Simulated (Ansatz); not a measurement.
## BP: energy along a strain

BP, F-43m, a = 4.538 Å (as given, not relaxed at this level: 1.1 GPa). Ansatz: PBE, PAW, 420 eV, Γ-centred 10×10×10 mesh on 2 atoms, Gaussian smearing 0.05 eV; no spin polarisation. Cell vectors (Å): 0.000 2.269 2.269; 2.269 0.000 2.269; 2.269 2.269 0.000. The cell is strained by x per cent times the pattern (0 1 0 0 0 0) in the order xx yy zz yz xz xy (engineering shears), with fractional coordinates held. y is the free energy over the start, V0 = 11.682 Å³/atom.

| x (%) | y (meV/atom) |
| --- | --- |
| -6.00 | ? |
| -4.50 | 29.98 |
| -3.00 | 14.03 |
| -1.50 | 4.09 |
| 0.00 | 0.00 |
| 1.50 | 1.57 |
| 3.00 | 8.59 |
| 4.50 | 20.90 |
| 6.00 | 38.29 |

Fit y = c1 x + c2 x² + c3 x³ to the other rows, get the stiffness along the pattern, and predict the missing energy.

Least squares on the rows shown. y = −0.82138 x + 1.2563 x² − 0.0092942 x³. The clamped-ion stiffness p·C·p = 2 × 12.56 eV × 160.2 / 11.682 Å³ = 345 GPa, which is C22 in these axes (C11 of the cubic crystal) (second derivative at the start, which stands under stress). At x = -6.00 the fit asked for gives 52.16 meV/atom. The run gave 52.11 meV/atom, so the fit is 0.05 meV/atom too high, a small miss on the scale of the series.